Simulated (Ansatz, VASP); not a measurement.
One calculation of LiCl, two programs

INCAR

```
PREC = Accurate ; ENCUT = 520
EDIFF = 1E-6 ; ISMEAR = -1
SIGMA = 0.05 ; LREAL = F
LASPH = T ; NELM = 100
ALGO = Normal ; ISIF = 2
LWAVE = F ; LCHARG = F
GGA = PE ; NBANDS = 18
```

The input KPOINTS:

```
Automatic mesh
0
Gamma
  8 8 4
```

File POSCAR:

```
LiCl
1.0
    3.9765313182      0.0000000000      0.0000000000
   -1.9882656592      3.4437771406      0.0000000000
    0.0000000000      0.0000000000      6.4408174487
Cl Li
2 2
Direct
    0.3333333333      0.6666666667      0.9989840000
    0.6666666667      0.3333333333      0.4989840000
    0.3333333333      0.6666666667      0.3760170000
    0.6666666667      0.3333333333      0.8760170000
```

Contents of input.yaml:

```yaml
crystal:
  lattice:
    - [3.9765313182, 0.0, 0.0]
    - [-1.9882656592, 3.4437771406, 0.0]
    - [0.0, 0.0, 6.4408174487]
  atoms:
    - { symbol: Cl, position: [0.3333333333, 0.6666666667, 0.998984] }
    - { symbol: Cl, position: [0.6666666667, 0.3333333333, 0.498984] }
    - { symbol: Li, position: [0.3333333333, 0.6666666667, 0.376017] }
    - { symbol: Li, position: [0.6666666667, 0.3333333333, 0.876017] }
hamiltonian:
  xc: pbe
  pseudopotentials: { kind: paw }
kpoints:
  mp_grid: { grid: [8, 8, 4] }
scf:
  occupations: { method: fermi_dirac, width: 0.05 }
output:
  forces: true
  stress: true
  eigenvalues: true
```

Measurements of this composition are mostly on another form, of space group No. 225.

Alike in both runs: task single point; functional PBE; k mesh 8 × 8 × 4; occupations fermi-dirac, width 0.05 eV; no spin polarisation.

```csv
,VASP,Ansatz
version,VASP 6.6.1,Ansatz 0.2.0
potentials or method,"VASP PAW PBE potentials, release 64 (Cl, Li_sv)",Ansatz PAW
plane-wave cutoff (eV),520,420
valence electrons in the cell,20,20
```

|  | VASP | Ansatz | Ansatz less VASP |
| --- | --- | --- | --- |
| gap on the k mesh at the Fermi level (eV) | 5.81 | 5.81 | -0.006 |
| least direct gap on the mesh (eV) | 5.81 | 5.81 | -0.006 |
| rms of the force components (eV/Å) | 0.009 | 0.009 | +0.0002 |

Atom by atom the forces differ by 0.000 eV/Å (rms over components). With one functional, cell and mesh, what is left measures potentials, basis and numerics.

 A hybrid or GW would open this gap; PBE tends to underestimate it. A k mesh can miss the band edges.
